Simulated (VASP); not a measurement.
# ZnO (zincite) (P6_3mc) in VASP: a series of runs, part 2 of 2

VASP 6.6.1.

## Step 6: Relaxation of cell and atoms, PBEsol

This run uses another cell than the first one, of 11.84 Å³/atom, 0.995 times its volume.

The input, INCAR:

```
PREC = Accurate
ENCUT = 600
EDIFF = 1E-7
ISMEAR = 0
SIGMA = 0.03
LREAL = False
LASPH = True
NELM = 80
ALGO = Normal
ISIF = 3
LWAVE = False
LCHARG = False
GGA = PS
IBRION = 2
NSW = 90
EDIFFG = -0.005
KPAR = 4
```

The input, KPOINTS:

```
regular mesh
0
Gamma
  9 9 5
```

The input, POSCAR:

```
ZnO                                     
1.0
    3.2361380791     -0.0000000000      0.0000000000
   -1.6180690396      2.8025777866     -0.0000000000
    0.0000000000     -0.0000000000      5.2217173854
  Zn              O             
     2     2
Direct
     0.3333333332999970    0.6666666667000030    0.4999792806558825
     0.6666666667000030    0.3333333332999970    0.9999792806558825
     0.6666666667000030    0.3333333332999970    0.3790307193441184
     0.3333333332999970    0.6666666667000030    0.8790307193441185
```

Potentials or basis: VASP PAW PBE potentials, release 64 (Zn, O).

The run is started by

```
cat potpaw_PBE.64/Zn/POTCAR potpaw_PBE.64/O/POTCAR > POTCAR
mpirun -np 4 vasp_std > vasp.out
```

OUTCAR:

```text
PREC = Accurate
   ENCUT = 600
   EDIFF = 1E-7
   ISMEAR = 0
   LREAL = False
   LASPH = True
   NELM = 80
   ISIF = 3
   GGA = PS
   IBRION = 2
   NSW = 90
   EDIFFG = -0.005

 ion  position               nearest neighbor table
   1  0.333  0.667  0.500-   3 1.97   3 1.97   3 1.97   4 1.98
   2  0.667  0.333  1.000-   4 1.97   4 1.97   4 1.97   3 1.98
   3  0.667  0.333  0.379-   1 1.97   1 1.97   1 1.97   2 1.98
   4  0.333  0.667  0.879-   2 1.97   2 1.97   2 1.97   1 1.98

  LATTYP: Found a hexagonal cell.
 ALAT       =     3.2361380791
 C/A-ratio  =     1.6135644579

  Lattice vectors:

 A1 = (   3.2361380791,   0.0000000000,   0.0000000000)
 A2 = (  -1.6180690396,   2.8025777866,   0.0000000000)
 A3 = (   0.0000000000,   0.0000000000,   5.2217173854)

Analysis of symmetry for initial positions (statically):
=====================================================================
 Subroutine PRICEL returns:
 Original cell was already a primitive cell.

 Routine SETGRP: Setting up the symmetry group for a
 hexagonal supercell.

 Subroutine GETGRP returns: Found 12 space group operations
 (whereof  6 operations were pure point group operations)
 out of a pool of 24 trial point group operations.

The static configuration has the point symmetry C_3v.
 The point group associated with its full space group is C_6v.

Analysis of symmetry for dynamics (positions and initial velocities):
=====================================================================
 Subroutine PRICEL returns:
 Original cell was already a primitive cell.

 Routine SETGRP: Setting up the symmetry group for a
 hexagonal supercell.

 Subroutine GETGRP returns: Found 12 space group operations
 (whereof  6 operations were pure point group operations)
 out of a pool of 24 trial point group operations.

The dynamic configuration has the point symmetry C_3v.
 The point group associated with its full space group is C_6v.

 Subroutine INISYM returns: Found 12 space group operations
 (whereof  6 operations are pure point group operations),
 and found     1 'primitive' translations

----------------------------------------------------------------------------------------

                                     Primitive cell

  volume of cell :      47.3585

  direct lattice vectors                    reciprocal lattice vectors
     3.236138079  0.000000000  0.000000000     0.309010300  0.178407180  0.000000000
    -1.618069040  2.802577787  0.000000000     0.000000000  0.356814360  0.000000000
     0.000000000  0.000000000  5.221717385     0.000000000  0.000000000  0.191507875

  length of vectors
     3.236138079  3.236138079  5.221717385     0.356814360  0.356814360  0.191507875

  position of ions in fractional coordinates (direct lattice)
     0.333333333  0.666666667  0.499979281
     0.666666667  0.333333333  0.999979281
     0.666666667  0.333333333  0.379030719
[... 117 lines left out ...]
 NGX is ok and might be reduce to    28
   NGX = 13   NGY = 13   NGZ = 21

--------------------------------------- Ionic step        1  -------------------------------------------

 number of electron      36.0000009 magnetization

 Free energy of the ion-electron system (eV)
  ---------------------------------------------------
  ext. energy  EPLUGINS =         0.00000000
  ---------------------------------------------------
  free energy    TOTEN  =       -19.41515963 eV

  energy without entropy =      -19.41515963  energy(sigma->0) =      -19.41515963

------------------------ aborting loop because EDIFF is reached ----------------------------------------

  FORCE on cell =-STRESS in cart. coord.  units (eV):
  Direction    XX          YY          ZZ          XY          YZ          ZX
  --------------------------------------------------------------------------------------
  -------------------------------------------------------------------------------------
  Total        0.0159552      0.0159552      0.0340640     -0.0000000      0.0000000      0.0000000
  in kB        0.5397769      0.5397769      1.1524134     -0.0000000      0.0000000      0.0000000
  external PRESSURE =       0.7439891 kB  Pullay stress =       0.0000000 kB

 VOLUME and BASIS-vectors are now :
 -----------------------------------------------------------------------------
  energy-cutoff  :      600.00
  volume of cell :       47.36
      direct lattice vectors                 reciprocal lattice vectors
     3.236138079  0.000000000  0.000000000     0.309010300  0.178407180  0.000000000
    -1.618069040  2.802577787  0.000000000     0.000000000  0.356814360  0.000000000
     0.000000000  0.000000000  5.221717385     0.000000000  0.000000000  0.191507875

 POSITION                                       TOTAL-FORCE (eV/Angst)
 -----------------------------------------------------------------------------------
     -0.00000      1.86839      2.61075        -0.000000      0.000000      0.000464
      1.61807      0.93419      5.22161         0.000000      0.000000      0.000464
      1.61807      0.93419      1.97919         0.000000     -0.000000     -0.000464
     -0.00000      1.86839      4.59005        -0.000000      0.000000     -0.000464
 -----------------------------------------------------------------------------------
    total drift:                                0.000000      0.000000     -0.000392

  FREE ENERGIE OF THE ION-ELECTRON SYSTEM (eV)
  ---------------------------------------------------
  free  energy   TOTEN  =       -19.4151596333 eV

  energy  without entropy=      -19.4151596333  energy(sigma->0) =      -19.41515963

--------------------------------------- Ionic step        2  -------------------------------------------

 number of electron      36.0000009 magnetization

 Free energy of the ion-electron system (eV)
  ---------------------------------------------------
  ext. energy  EPLUGINS =         0.00000000
  ---------------------------------------------------
  free energy    TOTEN  =       -19.41516121 eV

  energy without entropy =      -19.41516121  energy(sigma->0) =      -19.41516121

 E-fermi :   1.2966     XC(G=0): -11.2086

 val. band max:        1.0906943729   @ k =   0.0000   0.0000   0.0000
 cond. band min:       1.7731292858   @ k =   0.0000   0.0000   0.0000
 fundamental gap:      0.6824349129
 Fermi energy:         1.2966030031

 k-point     1 :       0.0000    0.0000    0.0000
  band No.  band energies     occupation
      1     -16.9899      2.00000
      2     -16.2437      2.00000
      3      -4.6701      2.00000
      4      -4.6478      2.00000
      5      -4.6478      2.00000
      6      -4.6038      2.00000
[... 589 lines left out ...]
     21       8.7856      0.00000
     22       9.0862      0.00000

 [... further k-points ...]

------------------------ aborting loop because EDIFF is reached ----------------------------------------

  FORCE on cell =-STRESS in cart. coord.  units (eV):
  Direction    XX          YY          ZZ          XY          YZ          ZX
  --------------------------------------------------------------------------------------
  -------------------------------------------------------------------------------------
  Total       -0.0180025     -0.0180025     -0.0142867      0.0000000      0.0000000      0.0000000
  in kB       -0.6085537     -0.6085537     -0.4829479      0.0000000      0.0000000      0.0000000
  external PRESSURE =      -0.5666851 kB  Pullay stress =       0.0000000 kB

 VOLUME and BASIS-vectors are now :
 -----------------------------------------------------------------------------
  energy-cutoff  :      600.00
  volume of cell :       47.40
      direct lattice vectors                 reciprocal lattice vectors
     3.236760809 -0.000000000  0.000000000     0.308950849  0.178372856 -0.000000000
    -1.618380405  2.803117087  0.000000000     0.000000000  0.356745712 -0.000000000
     0.000000000  0.000000000  5.223862648    -0.000000000 -0.000000000  0.191429229

 POSITION                                       TOTAL-FORCE (eV/Angst)
 -----------------------------------------------------------------------------------
     -0.00000      1.86874      2.61185         0.000000      0.000000      0.002121
      1.61838      0.93437      5.22378         0.000000      0.000000      0.002121
      1.61838      0.93437      1.97998        -0.000000     -0.000000     -0.002121
     -0.00000      1.86874      4.59191        -0.000000     -0.000000     -0.002121
 -----------------------------------------------------------------------------------
    total drift:                                0.000000      0.000000     -0.000394

  FREE ENERGIE OF THE ION-ELECTRON SYSTEM (eV)
  ---------------------------------------------------
  free  energy   TOTEN  =       -19.4151612084 eV

  energy  without entropy=      -19.4151612084  energy(sigma->0) =      -19.41516121

 reached required accuracy - stopping structural energy minimisation
```

Run time: 39 s. Hardware: 4 MPI ranks of Intel Xeon Platinum 8488C (Sapphire Rapids), shared host; peak memory 0.19 GiB.

Results:

* Free energy: -19.4152 eV
* Relaxed volume: 11.85 Å³/atom
* Relaxed cell: a = 3.237 Å, b = 3.237 Å, c = 5.224 Å, α = 90.00°, β = 90.00°, γ = 120.00°
* Space group after relaxing (to 0.05 Å): P6_3mc (No. 186)
* Energy gained by relaxing: 0.0 meV/atom
* Ionic steps: 2
* Pressure after relaxing: -0.1 GPa
* Band gap on the k mesh: 0.68 eV, direct

Forces in eV/Å, atoms in the order of the input:
```
Zn   0.000  0.000  0.002
Zn   0.000  0.000  0.002
O    0.000  0.000 -0.002
O    0.000  0.000 -0.002
```

Final structure:
```xyz
4
Lattice="3.2368 0.0000 0.0000 -1.6184 2.8031 0.0000 0.0000 0.0000 5.2239" Properties=species:S:1:pos:R:3 pbc="T T T"
Zn    0.0000    1.8687    2.6118
Zn    1.6184    0.9344    5.2238
O     1.6184    0.9344    1.9800
O     0.0000    1.8687    4.5919
```

Caveat: the PAW data sets were made with another functional, which shifts forces and pressure a little. A hybrid or GW would open this gap; PBEsol tends to underestimate it.

## Step 7: Summary

| task | level | cell | gap on the mesh (eV) | pressure (GPa) | relaxed volume (Å³/atom) |
| --- | --- | --- | --- | --- | --- |
| relaxation of shape and atoms at fixed volume | PBE | atoms relaxed at fixed volume from: a relaxed cell with its volume scaled by 1.06 | 0.63 | -6.6 | - |
| relaxation of cell and atoms | r2SCAN | relaxed | 1.23 | 0.0 | 11.86 |
| relaxation of cell and atoms | PBEsol | relaxed | 0.68 | -0.1 | 11.85 |

Alike in all rows: potentials or basis VASP PAW PBE potentials, release 64 (Zn, O); no spin polarisation; k mesh 9 × 9 × 5; cutoff (eV) 600; smearing gaussian 0.03 eV.

Caveats: the PAW data sets were made with another functional, which shifts forces and pressure a little (some runs); the relaxation stopped at its first step, so nothing moved (some runs).

Total energies depend on the potentials used, so only differences within one code and one set of settings carry meaning.
